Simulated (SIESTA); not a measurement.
Ti under changes of volume

One of the cells (17.988 Å³/atom); the others are scaled copies at fixed shape and fractional positions:

```xyz
2
Lattice="2.9695 0.0000 0.0000 -1.4848 2.5717 0.0000 0.0000 0.0000 4.7110" Properties=species:S:1:pos:R:3 pbc="T T T"
Ti    1.4848    0.8572    3.5332
Ti    0.0000    1.7145    1.1777
```

```yaml
Program: SIESTA 5.4.2
Functional: PBE
Potentials_or_basis: PseudoDojo 0.4 standard (PBE files)
Basis: DZP (energy shift 0.003 Ry; two zetas on semicore shells)
Grid_cutoff: 800 Ry
Energy_shift: 0.003 Ry
k_mesh: 10 × 10 × 6
Occupations: fermi-dirac, width 0.05 eV
Spin: no spin polarisation
```

| volume (Å³/atom) | energy over the lowest point (meV/atom) | pressure (GPa) |
| --- | --- | --- |
| 16.577 | ? | ? |
| 16.930 | 5.10 | 3.6 |
| 17.283 | 0.00 | 1.1 |
| 17.988 | 5.55 | -3.4 |
| 18.341 | 15.07 | -5.2 |
| 18.694 | 28.70 | -7.1 |

What does the run at 16.577 Å³/atom give?

Energy over the lowest point 15.79 meV/atom; pressure 6.2 GPa.

Worked out: A Birch-Murnaghan fit of order 3 (a polynomial in V^(-2/3)) to the other rows has its minimum at 17.44 Å³/atom with B0 = V·E''(V) = 116 GPa and B' = 4.0 at fixed shape and positions, which overstates the stiffness. It gives 16.15 meV/atom at 16.577 Å³/atom, against the run's 15.79, and -dE/dV = 6.5 GPa, against 6.2.

Energies are extrapolated to zero smearing.

Caveats: the basis of atomic orbitals isn't converged, which shifts pressures, moduli and gaps.
